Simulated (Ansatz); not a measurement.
# LiH, space group Fm-3m: an SCF with error handling

Program: the Python package of Ansatz (0.2.0).

Notebook, run cell by cell (the value of a cell's last expression is shown):

In [1]:
```python
import ansatz as az
from pymatgen.core import Lattice, Structure
from pymatgen.io.ase import AseAtomsAdaptor

pmg_structure = Structure(
    Lattice([(0.0, 2.03675, 2.03675), (2.03675, 0.0, 2.03675), (2.03675, 2.03675, 0.0)]),
    ['Li', 'H'],
    [
        (0.0, 0.0, 0.0),
        (0.5, 0.5, 0.5),
    ],
)
lih = az.Crystal.from_ase(AseAtomsAdaptor.get_atoms(pmg_structure))
```

In [2]:
```python
calc = (
    lih.calculation()
    .basis(470, density_ratio=8)
    .occupations('fixed')
    .kpoints(7, 7, 7)
    .functional('PBEsol')
)
```

In [3]:
```python
attempts = [
    dict(mixer='broyden', beta=0.9, budget=4),
    dict(mixer='broyden', beta=0.3, budget=40),
    dict(mixer='msr1', beta=0.2, budget=100),
]
for attempt in attempts:
    try:
        result = calc.mixing(attempt['mixer'], beta=attempt['beta']).scf(max_iterations=attempt['budget']).run()
    except az.NonConvergedError as error:
        print(attempt, '->', str(error).split(';')[0][:110])
        continue
    print(attempt, '-> converged in', result.report['n_iterations'], 'iterations, F =', round(result.report['free_energy_ev'], 5), 'eV')
    break
else:
    raise SystemExit('no attempt converged')
```
```text
{'mixer': 'broyden', 'beta': 0.9, 'budget': 4} -> converged in 4 iterations, F = -219.49557 eV
```

What to keep in mind:
- The settings weren't tested for convergence.
- The starting cell is as deposited in a crystallographic database; the results hold for this polymorph, which needn't be the stable one.
- It ran for 1.4 s on 1 thread of Intel(R) Xeon(R) Platinum 8259CL CPU @ 2.50GHz (Skylake/Cascade Lake), with other jobs on the host, peak memory 0.38 GiB.

(Lines on the test bed's own set-up are left out of the output.)
